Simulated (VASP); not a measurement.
# BN (Pnma) in VASP: notebook, part 2 of 2

VASP 6.6.1. The steps go on from the part before.

### Step 5. Single point, LDA

INCAR

```
PREC = Low
ENCUT = 460
EDIFF = 1E-7
ISMEAR = 0
SIGMA = 0.05
LREAL = F
LASPH = T
NELM = 100
ALGO = Normal
ISIF = 2
LWAVE = F
LCHARG = F
NBANDS = 26
ADDGRID = F
```

KPOINTS

```
Automatic mesh
0
Gamma
  2 4 3
```

POSCAR

```
BN
1.0
    4.8800890000      0.0000000000      0.0000000000
    0.0000000000      2.5914640000      0.0000000000
    0.0000000000      0.0000000000      4.2920490000
N B
4 4
Direct
    0.3211300000      0.7500000000      0.1064860000
    0.6788700000      0.2500000000      0.8935140000
    0.1788700000      0.2500000000      0.6064860000
    0.8211300000      0.7500000000      0.3935140000
    0.3404130000      0.2500000000      0.9070960000
    0.1595870000      0.7500000000      0.4070960000
    0.8404130000      0.2500000000      0.5929040000
    0.6595870000      0.7500000000      0.0929040000
```

Potentials or basis: VASP PAW LDA potentials, release 64 (N, B).

Launch:

```sh
$ cat potpaw_LDA.64/N/POTCAR potpaw_LDA.64/B/POTCAR > POTCAR
$ mpirun -np 1 vasp_std > vasp.out
```

OUTCAR:

```text
PREC = Low
   ENCUT = 460
   EDIFF = 1E-7
   ISMEAR = 0
   LREAL = F
   LASPH = T
   NELM = 100
   ISIF = 2

 Found     12 irreducible k-points:

 Following reciprocal coordinates:
            Coordinates               Weight
  0.000000  0.000000  0.000000      1.000000
  0.500000  0.000000  0.000000      1.000000
  0.000000  0.250000  0.000000      2.000000
  0.500000  0.250000  0.000000      2.000000
  0.000000  0.500000  0.000000      1.000000
  0.500000  0.500000  0.000000      1.000000
   k-points           NKPTS =     12   k-points in BZ     NKDIM =     12   number of bands    NBANDS=     26
   number of dos      NEDOS =    301   number of ions     NIONS =      8
   total plane-waves  NPLWV =   9408
   dimension x,y,z NGX =    28 NGY =   14 NGZ =   24
   dimension x,y,z NGXF=    28 NGYF=   14 NGZF=   24
   ions per type =               4   4
   NGX,Y,Z   is equivalent  to a cutoff of   9.54,  8.98,  9.30 a.u.
   NGXF,Y,Z  is equivalent  to a cutoff of   9.54,  8.98,  9.30 a.u.
 SYSTEM =  unknown system
   PREC   = low       normal or accurate (medium, high low for compatibility)
   ISTART =      0    job   : 0-new  1-cont  2-samecut
   ICHARG =      2    charge: 1-file 2-atom 10-const
   ISPIN  =      1    spin polarized calculation?
   LNONCOLLINEAR =      F non collinear calculations
   LSORBIT =      F    spin-orbit coupling
   LASPH  =      T    aspherical Exc in radial PAW
   ENCUT  =  460.0 eV  33.81 Ry    5.81 a.u.   8.53  4.53  7.51*2*pi/ulx,y,z
   NELM   =    100;   NELMIN=  2; NELMDL= -5     # of ELM steps
   EDIFF  = 0.1E-06   stopping-criterion for ELM
   LREAL  =      F    real-space projection
   EDIFFG = 0.1E-05   stopping-criterion for IOM
   NSW    =      0    number of steps for IOM
   IBRION =     -1    ionic relax: 0-MD 1-quasi-New 2-CG
   NFREE  =      0    steps in history (QN), initial steepest desc. (CG)
   ISIF   =      2    stress and relaxation
   ISYM   =      2    0-nonsym 1-usesym 2-fastsym
   POTIM  = 0.5000    time-step for ionic-motion
   TEBEG  =    0.0;   TEEND  =   0.0 temperature during run
   PSTRESS=    0.0 pullay stress
   NELECT =      32.0000    total number of electrons
   NUPDOWN=      -1.0000    fix difference up-down
   EMIN   =  10.00;   EMAX   =-10.00  energy-range for DOS
   EFERMI =   0.00;   METHOD = LEGACY
   ISMEAR =     0;   SIGMA  =   0.05  broadening in eV -4-tet -1-fermi 0-gaus
   EFERMI_NEDOS =   21; number of points for ismear=-14 and -15
   IALGO  =     38    algorithm
   IMIX   =      4    mixing-type and parameters
     AMIX     =   0.40;   BMIX     =  1.00
     AMIX_MAG =   1.60;   BMIX_MAG =  1.00
  volume/ion in A,a.u.               =       6.78        45.79
  Fermi-wavevector in a.u.,A,eV,Ry     =   1.372711  2.594047 25.637923  1.884334
  Thomas-Fermi vector in A             =   2.498293
   LORBIT       =      0    0 simple, 1 ext, 2 COOP (PROOUT), +10 PAW based schemes
   GGA     = CA    functional components
   LHFCALC =     F    Hartree Fock is set to
   AEXX    =    0.0000 exact exchange contribution
   IVDW    =     0    specifies the selected vdW correction
   LEPSILON=     F    determine dielectric tensor
   LRPA    =     F    only Hartree local field effects (RPA)
 non-spin polarized calculation
 Gauss-broadening in eV      SIGMA  =   0.05
  energy-cutoff  :      460.00
  volume of cell :       54.28
 maximum number of plane-waves:      1239
   NGX = 17   NGY =  9   NGZ = 15

 number of electron      31.9999575 magnetization

 Free energy of the ion-electron system (eV)
  ---------------------------------------------------
  ext. energy  EPLUGINS =         0.00000000
  ---------------------------------------------------
  free energy    TOTEN  =       -75.67744377 eV

  energy without entropy =      -75.67744377  energy(sigma->0) =      -75.67744377

 E-fermi :   5.7958     XC(G=0): -12.1717

 val. band max:        5.5500203862   @ k =   0.0000   0.0000   0.0000
 cond. band min:      11.1933330617   @ k =   0.5000   0.0000   0.3333
 fundamental gap:      5.6433126755
 Fermi energy:         5.7957672854

 k-point     1 :       0.0000    0.0000    0.0000
  band No.  band energies     occupation
      1     -13.8885      2.00000
      2     -11.3016      2.00000
      3     -10.2575      2.00000
      4      -8.4950      2.00000
      5      -3.1956      2.00000
      6      -2.5705      2.00000
[... 18 lines left out ...]
     25      17.0940      0.00000
     26      17.7214      0.00000

 k-point     2 :       0.5000    0.0000    0.0000
  band No.  band energies     occupation
      1     -13.0045      2.00000
      2     -13.0045      2.00000
      3      -8.9186      2.00000
      4      -8.9186      2.00000
      5      -3.7043      2.00000
      6      -3.7043      2.00000
[... 18 lines left out ...]
     25      16.9771      0.00000
     26      16.9771      0.00000

 k-point     3 :       0.0000    0.2500    0.0000
  band No.  band energies     occupation
      1     -12.9384      2.00000
      2     -10.5018      2.00000
      3      -9.6017      2.00000
      4      -8.3817      2.00000
      5      -2.9439      2.00000
      6      -2.6485      2.00000
[... 18 lines left out ...]
     25      17.4382      0.00000
     26      17.5551      0.00000

 k-point     4 :       0.5000    0.2500    0.0000
  band No.  band energies     occupation
      1     -12.0945      2.00000
      2     -12.0945      2.00000
      3      -8.5918      2.00000
      4      -8.5918      2.00000
      5      -2.9639      2.00000
      6      -2.9639      2.00000
[... 18 lines left out ...]
     25      18.4108      0.00000
     26      18.4121      0.00000

 k-point     5 :       0.0000    0.5000    0.0000
  band No.  band energies     occupation
      1     -10.3803      2.00000
      2     -10.3803      2.00000
      3      -9.0034      2.00000
      4      -9.0034      2.00000
      5      -3.2580      2.00000
      6      -3.2580      2.00000
[... 18 lines left out ...]
     25      18.7776      0.00000
     26      18.7776      0.00000

 k-point     6 :       0.5000    0.5000    0.0000
  band No.  band energies     occupation
      1      -9.7734      2.00000
      2      -9.7734      2.00000
      3      -9.7734      2.00000
      4      -9.7734      2.00000
      5      -2.6328      2.00000
      6      -2.6328      2.00000
[... 18 lines left out ...]
     25      18.8861      0.00000
     26      18.8861      0.00000

 [... further k-points ...]

------------------------ aborting loop because EDIFF is reached ----------------------------------------

  FORCE on cell =-STRESS in cart. coord.  units (eV):
  Direction    XX          YY          ZZ          XY          YZ          ZX
  --------------------------------------------------------------------------------------
  -------------------------------------------------------------------------------------
  Total       -3.9838124     -3.8810070     -4.1079481      0.0000000     -0.0000000      0.0000000
  in kB     -117.5904000   -114.5558880   -121.2545210      0.0000000     -0.0000000      0.0000000
  external PRESSURE =    -117.8002697 kB  Pullay stress =       0.0000000 kB

 VOLUME and BASIS-vectors are now :
 -----------------------------------------------------------------------------
  energy-cutoff  :      460.00
  volume of cell :       54.28
      direct lattice vectors                 reciprocal lattice vectors
     4.880089000  0.000000000  0.000000000     0.204914296  0.000000000  0.000000000
     0.000000000  2.591464000  0.000000000     0.000000000  0.385882266  0.000000000
     0.000000000  0.000000000  4.292049000     0.000000000  0.000000000  0.232988952

 POSITION                                       TOTAL-FORCE (eV/Angst)
 -----------------------------------------------------------------------------------
      1.56714      1.94360      0.45704         0.117869     -0.000000     -0.018790
      3.31295      0.64787      3.83501        -0.117869      0.000000      0.018790
      0.87290      0.64787      2.60307        -0.117869      0.000000     -0.018790
      4.00719      1.94360      1.68898         0.117869     -0.000000      0.018790
      1.66125      0.64787      3.89330        -0.039142     -0.000000      0.040474
      0.77880      1.94360      1.74728         0.039142      0.000000      0.040474
      4.10129      0.64787      2.54477        -0.039142      0.000000     -0.040474
      3.21884      1.94360      0.39875         0.039142      0.000000     -0.040474
 -----------------------------------------------------------------------------------
    total drift:                                0.000000     -0.000000     -0.000000

  FREE ENERGIE OF THE ION-ELECTRON SYSTEM (eV)
  ---------------------------------------------------
  free  energy   TOTEN  =       -75.6774437717 eV

  energy  without entropy=      -75.6774437717  energy(sigma->0) =      -75.67744377
```

Wall time 13 s (1 thread of AMD EPYC 7R43 (Zen 3), shared host); peak memory 0.08 GiB.

These settings aren't checked as converged: the numbers below hold their error.

Results:

```yaml
Free_energy: -75.6774 eV
Pressure: -11.8 GPa
Largest_force: 0.119 eV/Å
Band_gap_on_the_k_mesh: 5.64 eV, indirect (least direct gap 6.46 eV)
```

Caveat: the k mesh is coarse (spacing up to 0.64 Å⁻¹), so the values aren't converged; the cutoff is under 1.25 times the usual one of these potentials, so pressure, stress and relaxed cells hold a basis-set (Pulay) error; an odd mesh through Γ misses points on the zone boundary, where band edges often lie.
